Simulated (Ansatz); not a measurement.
Crystal: Mo.

```
CELL_PARAMETERS angstrom
-1.58381 1.58381 1.58381
1.58381 -1.58381 1.58381
1.58381 1.58381 -1.58381
ATOMIC_POSITIONS crystal
Mo 0.00000 0.00000 0.00000
```

| Item | Value |
| --- | --- |
| Program | Ansatz 0.2.0 |
| Task | relaxation of cell and atoms |
| Functional | LDA |
| Potentials or basis | Ansatz PAW |
| Cutoff | 420 eV (not typed: the program's choice for these potentials) |
| k mesh | 12 × 12 × 12 |
| Occupations | fermi-dirac, width 0.05 eV |
| Spin | no spin polarisation |

At the start: volume 15.89 Å³/atom.

Question: Where does the relaxation end?

Answer: It ends after 4 steps and the volume is 15.06 Å³/atom (-5.2 %); space group Im-3m (No. 229, to 0.05 Å).

Step by step:
| step | energy change (eV) | largest force (eV/Å) | volume (Å³) |
| --- | --- | --- | --- |
| 1 | 0.0000 | 0.0000 | 15.89 |
| 2 | -0.0380 | 0.0000 | 15.17 |
| 3 | -0.0388 | 0.0000 | 15.06 |
| 4 | -0.0388 | 0.0000 | 15.06 |

Final structure:
```xyz
1
Lattice="-1.5556 1.5556 1.5556 1.5556 -1.5556 1.5556 1.5556 1.5556 -1.5556" Properties=species:S:1:pos:R:3 pbc="T T T"
Mo    0.0000    0.0000    0.0000
```

Caveat: the plane-wave basis is chosen anew once the cell has moved, so the energies of steps on either side of that aren't comparable; the PAW data sets come from PBE, with cores solved anew for the run's functional, which leaves a small shift of forces and pressure.
